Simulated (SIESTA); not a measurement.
Ge:

```xyz
2
Lattice="0.0000 2.8289 2.8289 2.8289 0.0000 2.8289 2.8289 2.8289 0.0000" Properties=species:S:1:pos:R:3 pbc="T T T"
Ge    4.2434    4.2434    4.2434
Ge    2.8289    2.8289    2.8289
```

| Item | Value |
| --- | --- |
| Program | SIESTA 5.4.2 |
| Task | relaxation of cell and atoms |
| Functional | PBE |
| Potentials or basis | PseudoDojo 0.4 standard (PBE files) |
| Basis | DZP (energy shift 0.003 Ry; two zetas on semicore shells) |
| Grid cutoff | 800 Ry |
| Energy shift | 0.003 Ry |
| k mesh | 6 × 6 × 6 |
| Occupations | fermi-dirac, width 0.05 eV |
| Spin | no spin polarisation |

At the start: pressure 5.1 GPa; volume 22.64 Å³/atom.

How do energy, volume and symmetry change on relaxing?

Over 4 steps the energy falls by 24.6 meV/atom and the volume is 24.33 Å³/atom (+7.4 %); space group Fd-3m (No. 227, to 0.05 Å).

The path:
| step | energy change (eV) | largest force (eV/Å) | pressure (GPa) | volume (Å³) |
| --- | --- | --- | --- | --- |
| 1 | 0.0000 | 0.0001 | 5.06 | 45.28 |
| 2 | -0.0192 | 0.0003 | 3.83 | 45.98 |
| 3 | -0.0488 | 0.0004 | 0.36 | 48.38 |
| 4 | -0.0491 | 0.0004 | 0.02 | 48.65 |

Final structure:
```cif
data_structure
_symmetry_space_group_name_H-M 'P 1'
_symmetry_Int_Tables_number 1
_cell_length_a 4.0978
_cell_length_b 4.0978
_cell_length_c 4.0978
_cell_angle_alpha 59.995
_cell_angle_beta 59.995
_cell_angle_gamma 59.995
_cell_volume 48.65
loop_
_atom_site_label
_atom_site_type_symbol
_atom_site_fract_x
_atom_site_fract_y
_atom_site_fract_z
_atom_site_occupancy
Ge1 Ge 0.75000 0.75000 0.75000 1
Ge2 Ge 0.50000 0.50000 0.50000 1
```

Caveat: the basis of atomic orbitals isn't converged, which shifts pressures, moduli and gaps.
